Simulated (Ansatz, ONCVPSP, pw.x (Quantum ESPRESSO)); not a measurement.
pw.x on fcc Si: one setting changed

Potential: optimised norm-conserving Vanderbilt (ONCV), ONCVPSP 4.0.1.1 (patched build), PBE; core [Ne], reference 3s2 3p2; waves: 3s: rc 1.95 bohr, ncon 3, nbas 7, qcut 3.3 1/bohr, 2 projectors, debl 3.4 Ha; 3p: rc 2.35 bohr, ncon 5, nbas 9, qcut 3.5 1/bohr, 2 projectors, debl 2.9 Ha; d scattering state at 0.1 Ha: rc 2.55 bohr, ncon 5, nbas 9, qcut 4.1 1/bohr, 2 projectors, debl 3.1 Ha; local part: polynomial inside 1.45 bohr (lpopt 5, dvloc0 1 Ha); core correction: Teter function, fcfact 2.25, rcfact 1.55.

The reference run (k-mesh 15³, cutoffs 80/320 Ry, Fermi–Dirac 0.01 Ry, mixing_beta 0.4, conv_thr 1e-9, no spin) gives -0.27 GPa at 14.425 Å³/atom, where all-electron LAPW gives 0.32 GPa. This run, with its own iteration cap, changes smearing to gauss.

```
&control
  calculation='scf', prefix='x', pseudo_dir='./', outdir='./tmp', tstress=.true., disk_io='none'
/
&system
  ibrav=0, nat=1, ntyp=1, ecutwfc=80, ecutrho=320, nbnd=9,
  occupations='smearing', smearing='gauss', degauss=0.01
/
&electrons
  conv_thr=1e-09, mixing_beta=0.4, electron_maxstep=60
/
ATOMIC_SPECIES
Si 1.0 Si.UPF
CELL_PARAMETERS angstrom
  0.00000000 1.93209559 1.93209559
  1.93209559 0.00000000 1.93209559
  1.93209559 1.93209559 0.00000000
ATOMIC_POSITIONS crystal
Si 0.0000 0.0000 0.0000
K_POINTS automatic
15 15 15 0 0 0
```

```bash
pw.x < Si.scf.in > Si.scf.out
```

Question: How does the run end?

Answer: It converges in 6 iterations; the free energy moves by +12.3 meV/atom and the pressure by -0.10 GPa. Gaussian smearing of the same width is narrower in effect than Fermi–Dirac, so its quadratic term in F is smaller.

```
Message from routine setup:
     using ibrav=0 with symmetry is DISCOURAGED, use correct ibrav instead
     lattice parameter (alat)  =       5.1635  a.u.
     unit-cell volume          =      97.3447 (a.u.)^3
     number of electrons       =         4.00
     number of Kohn-Sham states=            9
     kinetic-energy cutoff     =      80.0000  Ry
     charge density cutoff     =     320.0000  Ry
     scf convergence threshold =      1.0E-09
     Exchange-correlation= PBE
     number of k points=   120  Gaussian smearing, width (Ry)=  0.0100
     iteration #  1     ecut=    80.00 Ry     beta= 0.40
     total energy              =      -8.31665713 Ry
     estimated scf accuracy    <       0.00467394 Ry
     iteration #  2     ecut=    80.00 Ry     beta= 0.40
     total energy              =      -8.31611945 Ry
     estimated scf accuracy    <       0.00139956 Ry
     iteration #  3     ecut=    80.00 Ry     beta= 0.40
     total energy              =      -8.31619513 Ry
     estimated scf accuracy    <       0.00000470 Ry
     iteration #  4     ecut=    80.00 Ry     beta= 0.40
     total energy              =      -8.31619695 Ry
     estimated scf accuracy    <       0.00000002 Ry
     iteration #  5     ecut=    80.00 Ry     beta= 0.40
     total energy              =      -8.31619697 Ry
     estimated scf accuracy    <          6.8E-09 Ry
     iteration #  6     ecut=    80.00 Ry     beta= 0.40
     the Fermi energy is    10.7263 ev
!    total energy              =      -8.31619697 Ry
     estimated scf accuracy    <          8.1E-11 Ry
     smearing contrib. (-TS)   =      -0.00038793 Ry
     The total energy is F=E-TS. E is the sum of the following terms:
     one-electron contribution =       4.72585132 Ry
     hartree contribution      =       0.02944147 Ry
     xc contribution           =      -3.02520333 Ry
     ewald contribution        =     -10.04589850 Ry
     convergence has been achieved in   6 iterations
          total   stress  (Ry/bohr**3)                   (kbar)     P=       -3.67
     Message from routine punch:
     Nothing written, as per user request (disk_io='none')
```

The run took about 24 s on one core of a shared host (Neoverse-N1, 64 threads, 124 GiB, load 59).
